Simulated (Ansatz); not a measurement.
# Two-dimensional strain map in Al$_{2}$O$_{3}$

Method: Ansatz 0.2.0, DFT PBE, scalar-relativistic, plane waves, PAW. Cutoff 420 eV, Γ-centred 6×4×8 k-points, Gaussian smearing of 0.05 eV. No spin polarisation. Energies are free energies at this smearing, counted from the undisturbed cell; pressure is positive in compression.

The undisturbed cell (relaxed at this level; this form isn't the usual structure):

```xyz
10
Lattice="4.7122 0.0000 0.0000 0.0000 9.7035 0.0000 0.0000 0.0000 3.0257" Properties=species:S:1:pos:R:3 pbc="T T T"
Al    2.0344    3.1979    1.5129
Al    2.6777    6.5057    1.5129
Al    4.3905    1.6539    0.0000
Al    0.3216    8.0496    0.0000
O     3.5556    2.2023    1.5129
O     0.0000    0.0000    0.0000
O     3.5127    7.0541    0.0000
O     1.1995    2.6494    0.0000
O     1.1566    7.5012    1.5129
O     2.3561    4.8518    1.5129
```

The cell is strained by p along both x and y and by q along z, fractional coordinates fixed. Points are written (p, q).

Energy above the undisturbed cell in meV/atom (a dash: not computed):

```
 p \ q  -0.080  -0.040  0.000  0.040  0.080
-0.080   453.7   327.9  265.8  251.9  274.2
-0.040   201.1       –   59.4      –  101.6
 0.000   102.8    23.3    0.0   19.2   70.0
 0.040   118.0       –   47.6      –  139.9
 0.080   215.6   168.7  172.0  213.0  282.0
```

Pressure in GPa:

| p \ q | -0.080 | -0.040 | 0.000 | 0.040 | 0.080 |
| --- | --- | --- | --- | --- | --- |
| -0.080 | 58.2 | 45.3 | 35.2 | 27.2 | 21.0 |
| -0.040 | 32.6 | – | 14.3 | – | 3.4 |
| 0.000 | 14.7 | 6.3 | 0.0 | -4.8 | -8.3 |
| 0.040 | 2.2 | – | -9.6 | – | -16.0 |
| 0.080 | -6.3 | -11.8 | -15.8 | -18.7 | -20.7 |

Gap on the k-mesh in eV:

| p \ q | -0.080 | -0.040 | 0.000 | 0.040 | 0.080 |
| --- | --- | --- | --- | --- | --- |
| -0.080 | 4.66 | 4.73 | 4.66 | 4.34 | 4.02 |
| -0.040 | 4.01 | – | 4.09 | – | 3.71 |
| 0.000 | 3.28 | 3.39 | 3.41 | 3.37 | 3.28 |
| 0.040 | 2.46 | – | 2.68 | – | 2.61 |
| 0.080 | 1.58 | 1.79 | 1.90 | 1.94 | 1.92 |

Cost: 21 runs of about 14 core-minutes in all, on Intel Xeon Processor @ 2.50GHz (Skylake/Cascade Lake) (shared hosts).